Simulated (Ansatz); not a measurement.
Reactions of C₂H₇AlSi, SMILES `C=C[SiH2][AlH2]`.

Isolated molecules relaxed with PBE0-D4/def2-TZVP in Ansatz; ΔE leaves out vibrations. CBS: MP2 limit from def2 TZ/QZ plus the TZ coupled-cluster correction, frozen cores. This one scheme is used for every species. DFT in def2-TZVPP. B3LYP here is the variant with VWN-RPA as its local correlation; programs differ in this. For Se outer-core shells are correlated without core-valence functions, which leaves a few kJ/mol of doubt a bond. Scalar relativity is left out up to krypton. One conformer a species, not always the lowest.

```
                                                               reaction  HF/CBS(def2) (eV)  ωB97X-V (eV)  B3LYP-D4 (eV)  PBE-D4 (eV)  CCSD(T)/CBS(def2) (eV)
                   `C=C[SiH2][AlH2]` + CH₃OH → `CO[SiH2][AlH2]` + `C=C`              -1.02         -0.86          -0.86        -0.72                   -0.84
                      `C=C[SiH2][AlH2]` + H–F → `F[SiH2][AlH2]` + `C=C`              -1.54         -1.27          -1.26        -1.10                   -1.20
  `C=C[SiH2][AlH2]` + `CN[SiH2]Cl` → `C=CN(C)[SiH2]Cl` + `[AlH2][SiH3]`               0.28          0.16           0.15         0.12                    0.22
  `C=C[SiH2][AlH2]` + `N=C[SiH3]` → `[AlH2]/[N]=C\[SiH3]` + `C=C[SiH3]`              -0.96         -0.85          -0.95        -0.78                   -0.86
              `C=C[SiH2][AlH2]` + `CCCS` → `CCC[S][AlH2]` + `C=C[SiH3]`              -1.29         -1.19          -1.20        -1.09                   -1.23
          `C=C[SiH2][AlH2]` + `N[SiH3]` → `C=C[SiH2]N[SiH3]` + `[AlH3]`              -0.78         -0.62          -0.63        -0.40                   -0.64
                 `C=C[SiH2][AlH2]` + H₂Se → `[AlH2][SeH]` + `C=C[SiH3]`              -1.47         -1.31          -1.31        -1.20                   -1.36
       `C=C[SiH2][AlH2]` + `CC(N)CN` → `C[CH]([AlH2])CN` + `C=C[SiH2]N`              -0.92         -0.83          -0.87        -0.70                   -0.88
`C=C[SiH2][AlH2]` + `F[Si](F)(F)S` → `C=CS[Si](F)(F)F` + `[AlH2][SiH3]`               0.44          0.36           0.35         0.34                    0.40
                     `C=C[SiH2][AlH2]` + HCl → `C=C[SiH2]Cl` + `[AlH3]`              -1.22         -1.03          -1.01        -0.83                   -1.01
```

Largest T1 diagnostic: 0.015, for `[AlH2]/[N]=C\[SiH3]`.
